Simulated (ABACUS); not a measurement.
# Ir (Fm-3m) in ABACUS: further runs, part 2 of 2

ABACUS 3.10.1. The steps go on from the part before.

## Step 4: Single point, PBE (cell strained at random at fixed volume)

INPUT reads:

```
INPUT_PARAMETERS
suffix              Ir
calculation         scf
basis_type          lcao
pseudo_dir          ./
orbital_dir         ./
symmetry            1
dft_functional      pbe
ecutwfc             100
pseudo_rcut         10
nspin               1
nbands              13
ks_solver           genelpa
smearing_method     fd
smearing_sigma      0.00367493
scf_thr             1e-07
scf_nmax            100
mixing_type         broyden
mixing_beta         0.7
cal_force           1
cal_stress          1
out_mul             1
out_chg             1
out_pot             2
out_elf             1
```

STRU reads:

```
ATOMIC_SPECIES
Ir 192.2170 Ir.upf

NUMERICAL_ORBITAL
Ir_confined-atom_7au_3s2p2d1f.orb

LATTICE_CONSTANT
1.8897261246

LATTICE_VECTORS
-0.0090280000 1.9583660000 1.9389210000
1.8983890000 0.0228980000 1.9069950000
1.8996790000 1.9277290000 0.0216080000

ATOMIC_POSITIONS
Direct

Ir
0.0
1
-0.0023390000 -0.0031610000 -0.0142520000 1 1 1
```

KPT reads:

```
K_POINTS
0
Gamma
12 12 12 0 0 0
```

Potentials or basis: PseudoDojo NC SR 0.4.1 PBE standard, DZP LCAO (the cutoffs set its grid).

Run with:

```console
OMP_NUM_THREADS=1 mpirun -np 4 abacus > log
```

running log:

```text
ABACUS v3.10.1

               Atomic-orbital Based Ab-initio Computation at UStc

 ------------------------------------------------------------------------------------

 READING GENERAL INFORMATION
                           global_out_dir = OUT.Ir/
                           global_in_card = INPUT
                               pseudo_dir = ./
                              orbital_dir = ./
                                    DSIZE = 4
                                    GSIZE = 1

 READING UNITCELL INFORMATION
                                    ntype = 1
                  lattice constant (Bohr) = 1.88973
              lattice constant (Angstrom) = 1

 READING ATOM TYPE 1
                               atom label = Ir
                      L=0, number of zeta = 3
                      L=1, number of zeta = 2
                      L=2, number of zeta = 2
                      L=3, number of zeta = 1
             number of atom for this type = 1

                        TOTAL ATOM NUMBER = 1
DIRECT COORDINATES
    atom                   x                   y                   z     mag                  vx                  vy                  vz
taud_Ir1            0.9976610000        0.9968390000        0.9857480000  0.0000        0.0000000000        0.0000000000        0.0000000000

                          Volume (Bohr^3) = 94.8726
                             Volume (A^3) = 14.0587

 Lattice vectors: (Cartesian coordinate: in unit of a_0)
            -0.009028            +1.95837            +1.93892
             +1.89839           +0.022898            +1.90699
             +1.89968            +1.92773           +0.021608
 Reciprocal vectors: (Cartesian coordinate: in unit of 2 pi/a_0)
            -0.261452           +0.254765           +0.257213
            +0.262855           -0.262011           +0.265862
            +0.262485           +0.263043           -0.264459
 The esolver type has been set to : ksdft_lcao

                PAO radial cut off (Bohr) = 10

 Read in pseudopotential file is Ir.upf
                     pseudopotential type = NC
          exchange-correlation functional = PBE
                 nonlocal core correction = 1
                        valence electrons = 17
                                     lmax = 3
                           number of zeta = 4
                     number of projectors = 8
                           L of projector = 0
[... 219 lines left out ...]
----------------------------------------------------------
[... 58 lines left out ...]
 Density error is 6.26678393387e-08
----------------------------------------------------------
     Energy           Rydberg                 eV
----------------------------------------------------------
 E_KohnSham     -230.3113919403      -3133.5472446997
 E_KS(sigma->0) -230.3112164989      -3133.5448576967
 E_Harris       -230.3113907285      -3133.5472282123
 E_band         -5.7476544865        -78.2008511511
 E_one_elec     -32.5805799363       -443.2815312781
 E_Hartree      29.0293598074        394.9647026725
 E_xc           -43.7589676847       -595.3712991095
 E_Ewald        -183.0008532439      -2489.8543429786
 E_entropy(-TS) -0.0003508828        -0.0047740061
 E_descf        0.0000000000         0.0000000000
 E_exx          0.0000000000         0.0000000000
 E_Fermi        1.9234038405         26.1692517857
----------------------------------------------------------

 charge density convergence is achieved
 final etot is -3133.5472447 eV
 EFERMI = 26.169251786 eV
The vacuum level is 23.780691137 eV

 STATE ENERGY(eV) AND OCCUPATIONS    NSPIN == 1
 1/868 kpoint (Cartesian) = 0.0000 0.0000 0.0000 (395 pws)
       1       -66.8916     0.00115741
       2       -23.3088     0.00115741
       3       -23.2809     0.00115741
       4       -23.2745     0.00115741
       5        14.9494     0.00115741
       6        21.9575     0.00115741
       7        22.2961     0.00115741
       8        22.4299     0.00115741
       9        24.8397     0.00115741
      10        25.0720     0.00115741
      11        39.7179        0.00000
      12        44.7872        0.00000
      13        45.5898        0.00000
[... 61 lines left out ...]
 6/868 kpoint (Cartesian) = -0.10894 0.10615 0.10717 (401 pws)
       1       -66.8335     0.00231481
       2       -24.0208     0.00231481
       3       -23.3860     0.00231481
       4       -23.3653     0.00231481
       5        17.9157     0.00231481
       6        22.1361     0.00231481
       7        22.3653     0.00231481
       8        24.1542     0.00231481
       9        26.5709    7.50973e-07
      10        26.8061    6.80174e-09
      11        34.5295    5.60314e-76
      12        40.0484        0.00000
      13        46.1805        0.00000

[... levels at 862 further k points ...]

 correction force for each atom along direction 1 is 2.54481e-06
 correction force for each atom along direction 2 is 4.10855e-06
 correction force for each atom along direction 3 is -3.13281e-06
------------------------------------------------------------------------------------------
 TOTAL-FORCE (eV/Angstrom)
------------------------------------------------------------------------------------------
                       Ir1         0.0000000000         0.0000000000         0.0000000000
------------------------------------------------------------------------------------------

----------------------------------------------------------------
 TOTAL-STRESS (KBAR)
----------------------------------------------------------------
       150.0116846065        12.8127895240        17.9424890594
        12.8127895240        96.1397088686       -86.0896851716
        17.9424890594       -86.0896851716       137.5159459521
----------------------------------------------------------------
 TOTAL-PRESSURE: 127.889113 KBAR

 --------------------------------------------
 !FINAL_ETOT_IS -3133.5472446997337101 eV
 --------------------------------------------
```

stdout:

```text
ABACUS v3.10.1

               Atomic-orbital Based Ab-initio Computation at UStc

%%%%%%%%%%%%%%%%%%%%%%%%%%%%%%%%%%%%%%%%%%%%%%%%%%%%%%%%%%%%%%%%%%%%%%%%%%%%%%%%%%%%%%%%%%%%%%%%%%%%%%%%%
 Warning: the number of valence electrons in pseudopotential > 9 for Ir: [Xe] 4f14 5d7 6s2
[... 32 lines left out ...]
 TOTAL-STRESS (KBAR)
----------------------------------------------------------------
       150.0116846065        12.8127895240        17.9424890594
        12.8127895240        96.1397088686       -86.0896851716
        17.9424890594       -86.0896851716       137.5159459521
----------------------------------------------------------------
 TOTAL-PRESSURE: 127.889113 KBAR
```

Wall time 8.4 s (4 MPI ranks of INTEL XEON PLATINUM 8581C at 2.30GHz (Emerald Rapids), shared host); peak memory 0.44 GiB.

What came out:

```yaml
Free_energy: -3133.5472 eV
Pressure: 12.8 GPa
Band_gap_on_the_k_mesh: none (metal or under the smearing width)
```

Caveat: the atomic orbitals were generated for these runs and aren't a published set; the basis of atomic orbitals isn't converged, which shifts pressures, moduli and gaps.

## Step 5: Single point, PBE

Changes to INPUT since step 4:

```diff
@@ -22,4 +22 @@
 out_mul             1
-out_chg             1
-out_pot             2
-out_elf             1
```

STRU reads:

```
ATOMIC_SPECIES
Ir 192.2170 Ir.upf

NUMERICAL_ORBITAL
Ir_confined-atom_7au_4s3p3d1f.orb

LATTICE_CONSTANT
1.8897261246

LATTICE_VECTORS
0.0000000000 1.9156000000 1.9156000000
1.9156000000 0.0000000000 1.9156000000
1.9156000000 1.9156000000 0.0000000000

ATOMIC_POSITIONS
Direct

Ir
0.0
1
0.0000000000 0.0000000000 0.0000000000 1 1 1
```

KPT is that of step 4.

Potentials or basis: PseudoDojo NC SR 0.4.1 PBE standard, TZDP LCAO (the cutoffs set its grid).

Run with:

```console
OMP_NUM_THREADS=1 mpirun -np 4 abacus > log
```

Run time: 5.3 s. Hardware: 4 MPI ranks of INTEL XEON PLATINUM 8581C at 2.30GHz (Emerald Rapids), shared host; peak memory 0.44 GiB.

The run converged. Its results:

| Quantity | Value |
| --- | --- |
| Free energy | -3133.6168 eV |
| Pressure | 11.1 GPa |
| Band gap on the k mesh | none (metal or under the smearing width) |

Levels at points of the mesh, in eV from the Fermi level:
| k point | band 5 | band 6 | band 7 | band 8 | band 9 | band 10 | band 11 | band 12 |
| --- | --- | --- | --- | --- | --- | --- | --- | --- |
| (0.00, 0.00, 0.00) | -11.20 | -3.95 | -3.95 | -3.95 | -1.23 | -1.23 | 13.58 | 19.22 |
| (0.50, 0.50, 0.50) | -8.20 | -4.06 | -4.06 | -0.82 | 0.88 | 0.88 | 7.31 | 13.31 |
| (0.50, 0.50, 0.00) | -8.02 | -7.45 | 0.85 | 1.47 | 1.47 | 1.64 | 10.58 | 11.48 |

Caveat: the atomic orbitals were generated for these runs and aren't a published set; the basis of atomic orbitals isn't converged, which shifts pressures, moduli and gaps.

## Step 6: Summary

| potentials or basis | spin | cell | k mesh | orbital files | mixing share | symmetry key | gap on the mesh (eV) | pressure (GPa) |
| --- | --- | --- | --- | --- | --- | --- | --- | --- |
| PseudoDojo NC FR 0.4 PBE stringent, DZP LCAO (the cutoffs set its grid) | SOC, no magnetisation | as given | 8 × 8 × 8 | Ir Ir_confined-atom_7au_3s2p2d1f.orb | 0.4 | 0 | none | 9.9 |
| PseudoDojo NC SR 0.4.1 PBE standard, DZP LCAO (the cutoffs set its grid) | off | as given | 12 × 12 × 12 | Ir Ir_confined-atom_7au_3s2p2d1f.orb | 0.7 | 1 | none | 12.4 |
| PseudoDojo NC SR 0.4.1 PBE standard, DZP LCAO (the cutoffs set its grid) | off | cell strained at random at fixed volume | 12 × 12 × 12 | Ir Ir_confined-atom_7au_3s2p2d1f.orb | 0.7 | 1 | none | 12.8 |
| PseudoDojo NC SR 0.4.1 PBE standard, TZDP LCAO (the cutoffs set its grid) | off | as given | 12 × 12 × 12 | Ir Ir_confined-atom_7au_4s3p3d1f.orb | 0.7 | 1 | none | 11.1 |

Alike in all rows: task single point; level PBE; cutoff (eV) 1361; smearing fermi-dirac 0.05 eV.

Caveats: the atomic orbitals were generated for these runs and aren't a published set; the basis of atomic orbitals isn't converged, which shifts pressures, moduli and gaps.

Absolute energies hang on the potentials; compare differences alone.
